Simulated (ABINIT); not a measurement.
Runs of ABINIT 10.8.3 (patched build) on ZnO (zincite). Symmetry: P6_3mc, No. 186, hexagonal system. Conventional cell: a = 3.249 Å, b = 3.249 Å, c = 5.206 Å, α = 90.00°, β = 90.00°, γ = 120.00°. Zn (site symmetry 3m) has 4 O at 1.97 to 1.98 Å as nearest neighbours. O (site symmetry 3m) is surrounded by 4 Zn at 1.97 to 1.98 Å. 

```tsv
level	dispersion computed by	gap on the mesh (eV)	pressure (GPa)	relaxed volume (Å³/atom)	largest force (eV/Å)
PBE+D4	dftd4 4.3.1	0.77	-0.1	(b)	0.01
PBE	-	(a)	-0.1	12.31	0.01
PBE+D3(BJ)	simple-dftd3 1.7.0	0.77	-0.1	12.04	0.01
PBE+D3	simple-dftd3 1.7.0	0.76	-0.1	12.15	0.01
```

Alike in all rows: task relaxation of cell and atoms; potentials or basis JTH PAW PBE v2.0; no spin polarisation; cell relaxed; k mesh 7 × 7 × 4; cutoff (eV) 626; smearing fermi-dirac 0.05 eV.

Task: Fill in the values left out.

Result: (a) 0.74; (b) 12.01.

